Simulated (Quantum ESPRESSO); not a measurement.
**As under changes of volume**

One of the cells (19.764 Å³/atom); the others are scaled copies at fixed shape and fractional positions:

```
As
1.0
     2.70368    0.00000    0.00000
     0.00000    2.70368    0.00000
     0.00000    0.00000    2.70368
As
1
Cartesian
  1.3518 1.3518 1.3518
```

This isn't the form of As at room conditions, which is rhombohedral.

| Property | Result |
| --- | --- |
| Program | Quantum ESPRESSO 7.5 |
| Functional | r2SCAN |
| Potentials or basis | SG15 PBE 1.2 |
| Cutoff | 952 eV |
| Density cutoff | 3810 eV |
| k mesh | 8 × 8 × 8 |
| Occupations | fermi-dirac, width 0.05 eV |
| Spin | no spin polarisation |

```tsv
volume (Å³/atom)	energy over the lowest point (meV/atom)	pressure (GPa)
18.578	?	?
18.973	36.58	7.9
19.368	19.73	5.6
19.764	8.32	3.5
20.159	1.90	1.6
20.554	0.00	-0.1
20.949	2.17	-1.7
```

Task: What does the run at 18.578 Å³/atom give?

Result: Energy over the lowest point 59.17 meV/atom; pressure 10.3 GPa.

Worked out: A Birch-Murnaghan fit of order 3 (a polynomial in V^(-2/3)) to the other rows has its minimum at 20.53 Å³/atom with B0 = V·E''(V) = 87 GPa and B' = 4.0. It gives 59.46 meV/atom at 18.578 Å³/atom, against the run's 59.17, and -dE/dV = 10.6 GPa, against 10.3.

Energies are extrapolated to zero smearing.

Caveats: the potentials were made for another functional, which shifts forces and pressure.
